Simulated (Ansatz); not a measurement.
The system is ZrC.

```
CELL_PARAMETERS angstrom
0.00000 2.36500 2.36500
2.36500 0.00000 2.36500
2.36500 2.36500 0.00000
ATOMIC_POSITIONS crystal
Zr 0.50000 0.50000 0.50000
C 0.00000 0.00000 0.00000
```

* Program: Ansatz 0.2.0
* Task: relaxation of cell and atoms
* Functional: LDA
* Potentials or basis: Ansatz PAW
* Cutoff: 420 eV (not typed: the program's choice for these potentials)
* k mesh: 10 × 10 × 10
* Occupations: fermi-dirac, width 0.05 eV
* Spin: no spin polarisation

At the start: volume 13.23 Å³/atom.

Q: How do energy, volume and symmetry change on relaxing?

A: It ends after 7 steps and the volume is 12.50 Å³/atom (-5.5 %); space group Fm-3m (No. 225, to 0.05 Å).

Step by step:
| step | energy change (eV) | largest force (eV/Å) | volume (Å³) |
| --- | --- | --- | --- |
| 1 | 0.0000 | 0.0000 | 26.46 |
| 2 | -0.0608 | 0.0000 | 25.13 |
| 3 | -0.0614 | 0.0000 | 25.00 |
| 4 | -0.0614 | 0.0000 | 25.01 |
| 5 | -0.0595 | 0.0000 | 25.01 |
| 6 | -0.0596 | 0.0000 | 25.00 |
| 7 | -0.0596 | 0.0000 | 25.00 |

Final structure:
```yaml
crystal:
  lattice:
    - [0.00000, 2.32074, 2.32074]
    - [2.32074, 0.00000, 2.32074]
    - [2.32074, 2.32074, 0.00000]
  atoms:
    - { symbol: Zr, position: [0.50000, 0.50000, 0.50000] }
    - { symbol: C, position: [0.00000, 0.00000, 0.00000] }
```

Caveat: the plane-wave basis is chosen anew once the cell has moved, so the energies of steps on either side of that aren't comparable; the PAW data sets come from PBE, with cores solved anew for the run's functional, which leaves a small shift of forces and pressure.
